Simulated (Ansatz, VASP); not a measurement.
## Ta in VASP and in Ansatz

Contents of INCAR:

```
  PREC = Accurate
  ENCUT = 520
  EDIFF = 1E-6
  ISMEAR = -1
  SIGMA = 0.1
  LREAL = False
  LASPH = True
  NELM = 60
  ALGO = Normal
  ISIF = 2
  LWAVE = False
  LCHARG = False
  GGA = PE
  NBANDS = 12
```

The input KPOINTS:

```
Automatic mesh
0
Gamma
  14 14 14
```

File POSCAR:

```
Ta
1.0
    0.0000000000      2.1115012946      2.1115012946
    2.1115012946      0.0000000000      2.1115012946
    2.1115012946      2.1115012946      0.0000000000
Ta
1
Direct
    0.0000000000      0.0000000000      0.0000000000
```

Input for Ansatz:

```yaml
crystal:
  lattice:
    - [0.0, 2.1115012946, 2.1115012946]
    - [2.1115012946, 0.0, 2.1115012946]
    - [2.1115012946, 2.1115012946, 0.0]
  atoms:
    - { symbol: Ta, position: [0.0, 0.0, 0.0] }
hamiltonian:
  xc: pbe
  pseudopotentials:
    kind: paw
    azcp:
      Ta: "pseudopotentials/Ta.paw.azcp"
basis:
  ecutwfc: 420
  fft_grid_basis: typed
kpoints:
  mp_grid: { grid: [14, 14, 14], shift: [0, 0, 0] }
magnetization:
  spin_polarized: false
scf:
  occupations: { method: fermi_dirac, width: 0.1 }
  lower_state_search: "off"
output:
  stress: true
```

Alike in both runs: task single point; functional PBE; k mesh 14 × 14 × 14; occupations fermi-dirac, width 0.1 eV; no spin polarisation.

```csv
,VASP,Ansatz
version,VASP 6.6.1,Ansatz 0.2.0
potentials or method,"VASP PAW PBE potentials, release 64 (Ta_pv)","plane waves (420 eV) with PAW, scalar-relativistic"
plane-wave cutoff (eV),520,420
valence electrons in the cell,11,13
```

```csv
,VASP,Ansatz,Ansatz less VASP
pressure (GPa),0.1,0.1,-0.03
```

With one functional, cell and mesh, what is left measures potentials, basis and numerics. The two sets of potentials don't hold the same shells in valence.

The runs have no spin-orbit coupling, so splittings on Ta are missing.
